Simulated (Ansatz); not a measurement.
The system is Si.

```
Si
1.0
     4.37522   -2.57734    0.00000
     4.37522    2.57734    0.00000
     0.00000    0.00000    5.18307
Si
8
Direct
  0.79429 0.79429 0.00000
  0.29429 0.29429 0.50000
  0.20572 0.20572 0.00000
  0.70571 0.70571 0.50000
  0.15562 0.84438 0.67413
  0.84438 0.15562 0.32587
  0.34438 0.65562 0.17413
  0.65562 0.34438 0.82587
```

This isn't the form of Si at room conditions, which is diamond.

- Program: Ansatz 0.2.0
- Task: relaxation of cell and atoms
- Functional: r2SCAN
- Potentials or basis: Ansatz PAW
- Cutoff: 500 eV (not typed: the program's choice for these potentials)
- k mesh: 6 × 6 × 5
- Occupations: fermi-dirac, width 0.05 eV
- Spin: no spin polarisation

At the start: volume 14.61 Å³/atom.

Q: How do energy, volume and symmetry change on relaxing?

A: It ends after 6 steps and the volume is 14.31 Å³/atom (-2.1 %); space group Cmce (No. 64, to 0.05 Å).

The path:
| step | energy change (eV) | largest force (eV/Å) | volume (Å³) |
| --- | --- | --- | --- |
| 1 | 0.0000 | 0.1350 | 116.89 |
| 2 | -0.0180 | 0.0715 | 114.96 |
| 3 | -0.0199 | 0.0118 | 114.23 |
| 4 | -0.0205 | 0.0089 | 114.37 |
| 5 | -0.0206 | 0.0079 | 114.46 |
| 6 | -0.0204 | 0.0079 | 114.46 |

Final structure:
```
CELL_PARAMETERS angstrom
4.33237 -2.56844 0.00000
4.33237 2.56844 0.00000
0.00000 0.00000 5.14313
ATOMIC_POSITIONS crystal
Si 0.79442 0.79442 0.00000
Si 0.29442 0.29442 0.50000
Si 0.20558 0.20558 0.00000
Si 0.70558 0.70558 0.50000
Si 0.15340 0.84660 0.67377
Si 0.84660 0.15340 0.32623
Si 0.34660 0.65340 0.17377
Si 0.65340 0.34660 0.82623
```

Caveat: the plane-wave basis is chosen anew once the cell has moved, so the energies of steps on either side of that aren't comparable; the PAW data sets come from PBE, with cores solved anew for the run's functional, which leaves a small shift of forces and pressure.
